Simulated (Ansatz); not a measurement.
# Defect calculation, host SnO₂

All numbers below come from DFT PBE, scalar-relativistic, plane waves, PAW (Ansatz 0.2.0). (420 eV cutoff, 3×3×3 k-mesh, Gaussian smearing of 0.01 eV, collinear spin in charge -1 alone)

Host crystal, relaxed:

```yaml
crystal:
  lattice:
    - [4.82719, 0.00000, 0.00000]
    - [0.00000, 4.82719, 0.00000]
    - [0.00000, 0.00000, 3.23815]
  atoms:
    - { symbol: Sn, position: [0.50000, 0.50000, 0.50000] }
    - { symbol: Sn, position: [0.00000, 0.00000, 0.00000] }
    - { symbol: O, position: [0.19342, 0.80658, 0.50000] }
    - { symbol: O, position: [0.80658, 0.19342, 0.50000] }
    - { symbol: O, position: [0.30658, 0.30658, 0.00000] }
    - { symbol: O, position: [0.69342, 0.69342, 0.00000] }
```

Supercell of 24 atoms, rows in host cell vectors: -1 -1 0; 1 -1 0; 0 1 2. Atoms relax at the host's cell from a start displaced at random by 0.06 Å near the defect, so other minima may exist. The cell is small, so energies carry finite-size errors of tenths of an eV. The host's Kohn–Sham gap is 0.68 eV. Atoms are taken from and returned to the elements' standard states. Charged cells are corrected for image charges with the computed static dielectric tensor (mean 13.0) and aligned with the host's potential at far atoms (alignment terms reach 1.24 eV; the program doubts the alignment in some charges, where it is up to 1.24 eV). No band-filling term is added, and the Fermi level counts from the host's valence band top.

Starting moments were lost in some runs.

The defect is an interstitial at (0.000, 0.500, 0.250) of the host cell.

```json
{"charge": "0", "E_f at the valence band top (eV)": "2.44", "over the neutral state (eV)": "0.00", "moment (μB)": "0.00", "largest move (Å)": "1.20", "atoms near the site": "1 O at 1.50 Å, 1 Sn at 2.06 Å, 1 Sn at 2.22 Å, 1 O at 2.51 Å, 1 O at 2.60 Å, 1 Sn at 2.75 Å, 1 O at 2.78 Å, 1 O at 2.87 Å"}
{"charge": "-1", "E_f at the valence band top (eV)": "4.76", "over the neutral state (eV)": "2.32", "moment (μB)": "0.00", "largest move (Å)": "1.20", "atoms near the site": "1 O at 1.50 Å"}
{"charge": "-2", "E_f at the valence band top (eV)": "8.40", "over the neutral state (eV)": "5.96", "moment (μB)": "0.00", "largest move (Å)": "1.19", "atoms near the site": "1 O at 1.51 Å"}
```

Among the charges computed the stable one is 0 at the valence band top and stays so across the gap. In charge -1, -2 the extra carrier would gain by moving to a band edge of the host, so it isn't bound in the gap. In charge -1 the cell has partly filled bands: a level of the defect may be part filled, the carrier may sit in the host's bands, or levels may cross between the k points, so transitions that involve it are doubtful. Other sites of the defect weren't tried.

Problem. Which element is it? Judge by the nearest distance in charge 0 and covalent radii.
A. V
B. Cu
C. Mo
D. Ga
E. O

Solution. E. The nearest neighbour is O at 1.50 Å, and the summed covalent radii with O are 1.98 Å for Cu, 1.88 Å for Ga, 2.20 Å for Mo, 1.32 Å for O, 2.19 Å for V, so O fits best. Bonds can miss such sums by a tenth of an ångström or more.